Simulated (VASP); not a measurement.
VASP 6.6.1 run: KBr

INCAR

```
GGA = PE
SIGMA = 0.02
PREC = Accurate
LASPH = .TRUE.
ISMEAR = -1
LWAVE = .FALSE.
NSW = 0
ISIF = 2
LREAL = .FALSE.
ENCUT = 520
LCHARG = .FALSE.
NELM = 120
EDIFF = 1E-7
NBANDS = 20
IBRION = -1
```

KPOINTS

```
KPOINTS created by Atomic Simulation Environment
0
Gamma
2 2 2
0 0 0
```

POSCAR

```
K  Br
 1.0000000000000000
     0.0000000000000000    3.4540206374000002    3.3024387009999998
     3.4540206374000002    0.0000000000000000    3.3024387009999998
     3.4540206374000002    3.4540206374000002    0.0000000000000000
 K   Br
   1   1
Cartesian
  0.0000000000000000  0.0000000000000000  0.0000000000000000
  3.4540206373999998  3.4540206373999998  3.3024387009999994
```

The recommended PBE PAW datasets give the neutral cell 16 valence electrons.

Command

```
mpirun -np 1 vasp_std
```

OSZICAR

```
N       E                     dE             d eps       ncg     rms          rms(c)
DAV:   1     0.100588998438E+03    0.10059E+03   -0.65787E+03   160   0.700E+02
DAV:   2     0.238235943645E+00   -0.10035E+03   -0.92763E+02   208   0.185E+02
DAV:   3    -0.609024103433E+01   -0.63285E+01   -0.62853E+01   200   0.393E+01
DAV:   4    -0.634756577714E+01   -0.25732E+00   -0.25679E+00   232   0.680E+00
DAV:   5    -0.635010476320E+01   -0.25390E-02   -0.25390E-02   204   0.779E-01    0.279E+00
DAV:   6    -0.613105771725E+01    0.21905E+00   -0.17813E-01   172   0.176E+00    0.200E+00
DAV:   7    -0.611304868264E+01    0.18009E-01   -0.10469E-01   204   0.145E+00    0.996E-01
DAV:   8    -0.612521766757E+01   -0.12169E-01   -0.13332E-02   192   0.635E-01    0.167E-01
DAV:   9    -0.612580125612E+01   -0.58359E-03   -0.84573E-04   204   0.144E-01    0.756E-02
DAV:  10    -0.612621193277E+01   -0.41068E-03   -0.41178E-04   176   0.897E-02    0.978E-03
DAV:  11    -0.612623877116E+01   -0.26838E-04   -0.36945E-05   196   0.254E-02    0.649E-03
DAV:  12    -0.612624148901E+01   -0.27178E-05   -0.43918E-06   172   0.100E-02    0.916E-04
DAV:  13    -0.612624154449E+01   -0.55484E-07   -0.62055E-08   172   0.125E-03
   1 F= -.61262415E+01 E0= -.61262415E+01  d E =-.173069E-10
```

From OUTCAR

```
k-points           NKPTS =      4   k-points in BZ     NKDIM =      4   number of bands    NBANDS=     20

   NELECT =      16.0000    total number of electrons

   dimension x,y,z NGX =    36 NGY =   36 NGZ =   36
   dimension x,y,z NGXF=    72 NGYF=   72 NGZF=   72

  energy-cutoff  :      520.00
  volume of cell :       78.80
      direct lattice vectors                 reciprocal lattice vectors
     0.000000000  3.454020637  3.302438701    -0.144758834  0.144758834  0.151403264
     3.454020637  0.000000000  3.302438701     0.144758834 -0.144758834  0.151403264
     3.454020637  3.454020637  0.000000000     0.144758834  0.144758834 -0.151403264

 k-points in reciprocal lattice and weights: KPOINTS created by Atomic Simulation Env
   0.00000000  0.00000000  0.00000000       0.125
   0.50000000  0.00000000  0.00000000       0.500
   0.50000000  0.50000000  0.00000000       0.125
   0.50000000  0.00000000  0.50000000       0.250

 E-fermi :  -1.5325

 k-point     1 :       0.0000    0.0000    0.0000
  band No.  band energies     occupation
      1     -30.0873      2.00000
      2     -14.1827      2.00000
      3     -13.5597      2.00000
      4     -13.5597      2.00000
      5     -13.5532      2.00000
      6      -2.0104      2.00000
      7      -2.0104      2.00000
      8      -2.0047      2.00000
      9       2.1541      0.00000
     10       5.4253      0.00000
     11       5.4253      0.00000
     12       5.6741      0.00000
     13       6.1654      0.00000
     14       6.3683      0.00000
     15       9.3411      0.00000
     16      12.2342      0.00000
     17      12.4842      0.00000
     18      12.4842      0.00000
     19      12.6022      0.00000
     20      12.6022      0.00000

 k-point     2 :       0.5000    0.0000    0.0000
  band No.  band energies     occupation
      1     -30.0840      2.00000
      2     -14.3787      2.00000
      3     -13.5672      2.00000
      4     -13.5586      2.00000
      5     -13.3036      2.00000
      6      -3.0314      2.00000
      7      -2.2806      2.00000
      8      -2.2793      2.00000
      9       4.3482      0.00000
     10       5.8312      0.00000
     11       7.4184      0.00000
     12       7.4488      0.00000
     13       7.5524      0.00000
     14       7.9282      0.00000
     15       8.2027      0.00000
     16       8.6100      0.00000
     17       8.9427      0.00000
     18      10.9953      0.00000
     19      11.3394      0.00000
     20      11.3846      0.00000

 k-point     3 :       0.5000    0.5000    0.0000
  band No.  band energies     occupation
      1     -30.0825      2.00000
      2     -14.1015      2.00000
      3     -13.6158      2.00000
      4     -13.5876      2.00000
      5     -13.5876      2.00000
      6      -2.7051      2.00000
      7      -2.2984      2.00000
      8      -2.2984      2.00000
      9       3.8560      0.00000
     10       4.8584      0.00000
     11       7.1528      0.00000
     12       7.1867      0.00000
     13       7.2791      0.00000
     14       8.3171      0.00000
     15       8.3171      0.00000
     16       9.9317      0.00000
     17       9.9317      0.00000
     18      11.8523      0.00000
     19      12.1640      0.00000
     20      12.1640      0.00000

 ...

  Total       -0.1842008     -0.1842008      0.3101805      0.0000000      0.0000000     -0.0000000
  in kB       -3.7453070     -3.7453070      6.3068197      0.0000000      0.0000000     -0.0000000
  external PRESSURE =      -0.3945981 kB  Pullay stress =       0.0000000 kB

 POSITION                                       TOTAL-FORCE (eV/Angst)
 -----------------------------------------------------------------------------------
      0.00000      0.00000      0.00000         0.000000      0.000000      0.000000
      3.45402      3.45402      3.30244         0.000000      0.000000     -0.000000
 -----------------------------------------------------------------------------------
    total drift:                                0.000000      0.000000      0.000000

  FREE ENERGIE OF THE ION-ELECTRON SYSTEM (eV)
  ---------------------------------------------------
  free  energy   TOTEN  =        -6.1262415445 eV

  energy  without entropy=       -6.1262415445  energy(sigma->0) =       -6.12624154
```

It converged. Results: gap between bands v and c on the k mesh 4.16 eV; least direct gap on the k mesh 4.16 eV; pressure 0.0 GPa. Band v is the last that the valence electrons fill when counted band by band, and c is the next.

These settings aren't sound, so the numbers aren't properties of the crystal.

On sound settings PBE gives a gap of 4.19 eV on its mesh and a pressure of -0.4 GPa for the intended cell.

The run took about 9.2 s on one core of a shared host (Intel Xeon Platinum 8488C) and held 0.2 GiB at most.
